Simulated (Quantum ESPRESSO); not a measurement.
The system is AlN.

```
CELL_PARAMETERS angstrom
3.11300 0.00000 0.00000
-1.55650 2.69594 0.00000
0.00000 0.00000 4.98100
ATOMIC_POSITIONS crystal
Al 0.33333 0.66667 0.00000
Al 0.66667 0.33333 0.50000
N 0.33333 0.66667 0.38000
N 0.66667 0.33333 0.88000
```

| Quantity | Value |
| --- | --- |
| Program | Quantum ESPRESSO 7.5 |
| Task | phonon dispersion |
| Functional | PBE |
| Potentials or basis | PseudoDojo 0.4.1 SR PBE standard |
| Cutoff | 1143 eV |
| Density cutoff | 4572 eV |
| k mesh | 6 × 6 × 4 |
| Occupations | fermi-dirac, width 0.05 eV |
| Spin | no spin polarisation |
| Mixing beta | 0.5 |
| Most SCF iterations | 120 |
| SCF threshold | 8e-10 Ry |
| q mesh | 3 × 3 × 2 |

The cell and the atoms were relaxed first, to 10.63 Å³/atom (a = 3.128 Å, b = 3.128 Å, c = 5.014 Å, α = 90.00°, β = 90.00°, γ = 120.00°), and the response was taken there.

The first run showed a gap, so the response started from a second, tighter run with fixed occupations.

Question: What are the zero-point energy, and the vibrational entropy and heat capacity at 298.15 K?

Answer: Zero-point energy 95.3 meV/atom; entropy 1.26 k_B/atom (10.5 J/(K·mol of atoms)); Cv 1.84 k_B/atom, 61 % of the classical limit. These are harmonic values without the electrons' part.

Phonon frequencies at the corners of the path (cm⁻¹, interpolated; i marks imaginary ones):
| point | frequencies |
| --- | --- |
| Γ | 0 0 0 238 238 537 601 644 644 656 710 885 |
| M | 225 300 354 393 497 508 625 640 661 661 723 737 |
| K | 351 351 360 443 457 457 633 633 682 682 690 721 |
| A | 173 173 173 173 341 341 649 649 649 649 808 808 |
| L | 273 273 297 297 554 554 653 653 660 660 720 720 |
| H | 248 248 409 409 535 535 616 616 681 681 707 707 |

Harmonic thermodynamics per atom at this volume (zero-point energy 95.3 meV, Debye temperature from the second moment 1016 K):
| T (K) | free energy (meV) | entropy (k_B) | heat capacity Cv (k_B) |
| --- | --- | --- | --- |
| 50 | 95.3 | 0.02 | 0.05 |
| 100 | 95.0 | 0.14 | 0.37 |
| 200 | 91.8 | 0.65 | 1.21 |
| 298.15 | 83.7 | 1.26 | 1.84 |
| 500 | 51.5 | 2.39 | 2.47 |
| 800 | -27.3 | 3.63 | 2.77 |

Phonon states per cell in windows of 50 cm⁻¹ (negative: imaginary):
```
from (cm⁻¹)  total    Al     N
          0   0.00  0.00  0.00
         50   0.04  0.02  0.01
        100   0.12  0.08  0.04
        150   0.29  0.20  0.09
        200   0.76  0.54  0.21
        250   1.27  0.95  0.32
        300   0.96  0.75  0.21
        350   0.79  0.64  0.15
        400   0.40  0.32  0.09
        450   0.63  0.53  0.11
        500   0.74  0.67  0.07
        550   0.01  0.01  0.00
        600   1.75  0.45  1.30
        650   2.25  0.50  1.76
        700   1.17  0.13  1.04
        750   0.50  0.11  0.39
        800   0.26  0.08  0.18
        850   0.06  0.02  0.04
```

Caveat: on a mesh that holds Γ this program's dielectric tensor can be off by some percent beyond the error of the mesh.
